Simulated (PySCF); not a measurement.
Isomers of C6H15N, from PySCF 2.14.0, PBE0-D3(BJ)/def2-SVP geometry optimisation, gas phase. One conformer each, no zero-point energy, no frequencies.

Question: Which isomer lies lowest at this level?
A. `[CH3:1][CH2:2][N:3]([CH2:4][CH3:5])[CH2:6][CH3:7]` with C1–C2–N3–C4 69°, C2–N3–C4–C5 150°, C2–N3–C6–C7 -60°: A = 2809, B = 2054, C = 1359 MHz, dipole 0.48 D
B. `[CH3:1][C:2]([CH3:3])([CH3:4])[CH2:5][CH2:6][NH2:7]` with C2–C5–C6–N7 180°, C5–C6–N7–H -58° and 58° (3,3-dimethylbutylamine): A = 4106, B = 1404, C = 1390 MHz, dipole 1.28 D
C. `CN(C)C(C)(C)C`: A = 3130, B = 2297, C = 1919 MHz, dipole 0.44 D

Answer: B. That is 3,3-dimethylbutylamine, `C(CCN)(C)(C)C`, 9.2 kcal/mol below the next.

| SMILES | mapped SMILES | E (Eh) | relative (kcal/mol) | relative (kJ/mol) | dipole (D) |
| --- | --- | --- | --- | --- | --- |
| CC(C)(C)CCN | [CH3:1][C:2]([CH3:3])([CH3:4])[CH2:5][CH2:6][NH2:7] | -291.87392 | 0.0 | 0.0 | 1.28 |
| CCN(CC)CC | [CH3:1][CH2:2][N:3]([CH2:4][CH3:5])[CH2:6][CH3:7] | -291.85928 | 9.2 | 38.4 | 0.48 |
| CN(C)C(C)(C)C | [CH3:1][N:2]([CH3:3])[C:4]([CH3:5])([CH3:6])[CH3:7] | -291.85776 | 10.1 | 42.4 | 0.44 |

As drawn, the lowest has an N–H bond and a quaternary carbon, which the highest lacks.
